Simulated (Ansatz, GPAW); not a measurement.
This is a calculation of Se (Selenium) for GPAW 26.7.0 (ASE script). 

File run.py:

```python
from ase.dft.bandgap import bandgap
from ase.io import read, write
from ase.units import GPa
from gpaw import GPAW, PW

atoms = read('POSCAR')

calc = GPAW(mode=PW(600),
            xc='PBE',
            kpts={'size': (7, 7, 6), 'gamma': True},
            occupations={'name': 'methfessel-paxton', 'order': 0, 'width': 0.011},
            nbands=19,
            convergence={'density': 1e-05, 'energy': 1e-05},
            maxiter=150,
            txt='gpaw.txt')
atoms.calc = calc
energy = atoms.get_potential_energy()
forces = atoms.get_forces()
stress = atoms.get_stress()
calc.write('gs.gpw')
write('result.traj', atoms)
print(f'Energy: {energy:.6f} eV')
print('Forces (eV/A):')
print(forces.round(4))
print('Stress (GPa):', (stress / GPa).round(3))
print('Fermi level:', round(calc.get_fermi_level(), 4), 'eV')
print(f'Gap: {bandgap(calc)[0]:.4f} eV, direct: {bandgap(calc, direct=True)[0]:.4f} eV')
```

File POSCAR:

```
Se
1.0
    4.3662000000      0.0000000000      0.0000000000
   -2.1831000000      3.7812401180      0.0000000000
    0.0000000000      0.0000000000      4.9536000000
Se
3
Direct
    0.7746000000      0.7746000000      0.0000000000
    0.0000000000      0.2254000000      0.6666666667
    0.2254000000      0.0000000000      0.3333333333
```

Potentials or basis: GPAW PAW data sets (gpaw-data 1.2.1), pw.

Launch:

```bash
$ OMP_NUM_THREADS=1 python run.py
```

Q: Translate it to Ansatz 0.2.0. Potentials or basis there: Ansatz PAW, cutoff 420 eV.

A: As run (cutoffs and basis follow the program's own potentials, and thresholds, step limits or extra output files can differ):

The input input.yaml:

```yaml
crystal:
  lattice:
    - [4.3662, 0.0, 0.0]
    - [-2.1831, 3.781240118, 0.0]
    - [0.0, 0.0, 4.9536]
  atoms:
    - { symbol: Se, position: [0.7746, 0.7746, 0.0] }
    - { symbol: Se, position: [0.0, 0.2254, 0.6666666667] }
    - { symbol: Se, position: [0.2254, 0.0, 0.3333333333] }
hamiltonian:
  xc: pbe
  pseudopotentials: { kind: paw }
kpoints:
  mp_grid: { grid: [7, 7, 6] }
scf:
  occupations: { method: gaussian, width: 0.011 }
output:
  forces: true
  stress: true
  eigenvalues: true
```

Potentials or basis: Ansatz PAW.

Run with:

```console
$ ansatz run input.yaml --threads 2 --pin off --max-ram 5632MiB --backend cpu --events-out ev --progress --plain --runs-dir out
```

Both were run:

|  | GPAW | Ansatz |
| --- | --- | --- |
| Pressure | 2.8 GPa | 2.8 GPa |
| Largest force | 0.420 eV/Å | 0.401 eV/Å |

Ansatz's pressure holds a Pulay term of +0.01 GPa for its cutoff of 420 eV, which the other run lacks.

The potentials hold 18 and 48 valence electrons a cell.

Where Ansatz's input types no cutoff or centring, it takes its own default and a Γ-centred mesh.

Pressure is positive in compression.
